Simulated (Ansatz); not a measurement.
Skutterudite CoSb₃, treated with PBE (Ansatz, a first-principles code, plane waves, PAW).

Settings: plane-wave cutoff 520 eV, 6×6×6 k mesh, Fermi–Dirac smearing 0.01 eV, no spin polarisation, scalar-relativistic PAW data made under PBE.

Energies at three volumes about the minimum:

```
V (Å³/atom)  E − E_lowest (meV/atom)
-----------  -----------------------
23.210                          2.57
23.683                          0.00
24.157                          2.44
```

Problem. Fit a parabola by hand: where is the minimum, what lattice constant follows, and what is the bulk modulus?

Solution. Slopes: (0.00 − 2.57)/(23.683 − 23.210) = -5.433 and (2.44 − 0.00)/(24.157 − 23.683) = 5.148 meV/Å³. Curvature E″ = 2 × (5.148 − (-5.433))/(24.157 − 23.210) = 22.346 meV/Å⁶. From the middle of the first interval, the slope vanishes at V0 = 23.4465 − (-5.433)/22.346 = 23.690 Å³/atom. B = V0 E″ = 23.690 × 22.346 meV/Å³ × 0.1602 GPa per meV/Å³ = 84.8 GPa. With 32 atoms in the cube, a = (32 × 23.690)^(1/3) = 9.118 Å. The full Birch–Murnaghan fit to all volumes gives V0 = 23.680 Å³/atom and B0 = 84.7 GPa.

Shape and atoms are relaxed at each volume.

Measured, for comparison: bulk modulus 95 ± 5 GPa (room temperature, no zero-point or thermal correction, sources range from 85.0 to 95.0; as tabulated in Alexeev et al. (2016), arXiv:1601.07731); lattice constant a 9.037 Å (room temperature, no zero-point or thermal correction; as tabulated in Alexeev et al. (2016), arXiv:1601.07731). Computed less measured: bulk modulus -11 % (-0.4 % to -11 % over the range).
